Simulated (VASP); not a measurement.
# CdS, self-consistent run: which settings are enough?

CdS, F-43m (no. 216), 2 atoms in the cell. LDA; PAW potentials Cd, S (LDA set). VASP 6.6.1.

Wanted: energy within 0.2 meV/atom; levels at the zone centre within 0.003 eV.

What the run is for: comparing ways to start; Accuracy asked: tight.

Levels at the zone centre: counted from the valence top at that point.

POSCAR:
```
CdS
1.0
    0.0000000000      2.9165000000      2.9165000000
    2.9165000000      0.0000000000      2.9165000000
    2.9165000000      2.9165000000      0.0000000000
Cd S
1 1
Direct
    0.0000000000      0.0000000000      0.0000000000
    0.7500000000      0.7500000000      0.7500000000
```

## How the run starts (with a second run first, the time holds both)

| How the run starts (with a second run first, the time holds both) | Energy less reference (meV/atom) | Levels at the zone centre, largest deviation (eV) | Time (s) |
|---|---|---|---|
| from scratch: 13 SCF iterations | 0.00 | 0.0000 | 11 |
| orbitals of a nearby geometry (ISTART 1): 13 + 10 SCF iterations | 0.00 | 0.0000 | 40 |
| orbitals and density of a nearby geometry: 13 + 12 SCF iterations | 0.00 | 0.0000 | 45 |
| density of a nearby geometry (ICHARG 1): 13 + 15 SCF iterations | 0.00 | 0.0000 | 42 |
| orbitals in the old basis (ISTART 2), symmetry off: 13 + 9 SCF iterations | -0.70 | 0.0002 | 166 |

## Question

For each series: keep the first row unless others stay within half of the tolerance and take at least 30 % less time, and then take the fastest.

## Answer

- How the run starts (with a second run first, the time holds both): from scratch: 13 SCF iterations

The chosen settings are those of the reference run.

Values of the reference run: Levels at the zone centre: 0, 0, 0.8899 eV from the valence top at Gamma.

## The input

INCAR:
```
SYSTEM = CdS
ALGO = Normal
EDIFF = 1E-6
EFERMI = MIDGAP
ENCUT = 400
GGA = CA
GGA_COMPAT = .False.
ISIF = 2
ISMEAR = 0
LASPH = .True.
LCHARG = .False.
LREAL = .False.
LWAVE = .False.
NELM = 120
PREC = Accurate
SIGMA = 0.03
```

KPOINTS:
```
k-points
0
Gamma
  7 7 7
```

Commands:
```
cat potpaw_LDA.64/Cd/POTCAR potpaw_LDA.64/S/POTCAR > POTCAR
mpirun -np 1 vasp_std > vasp.out
```

The chosen input took VASP 6.6.1 11 s on 1 core (Intel Xeon Platinum 8259CL @ 2.50GHz (Skylake/Cascade Lake)), a shared host.

## An input that fails: restart asked without its files

VASP's message: ERROR: charge density could not be read from file CHGCAR for ICHARG>10.

Changes against the starting input:
```
- NELM = 120
+ NELM = 60
+ ICHARG = 11
```
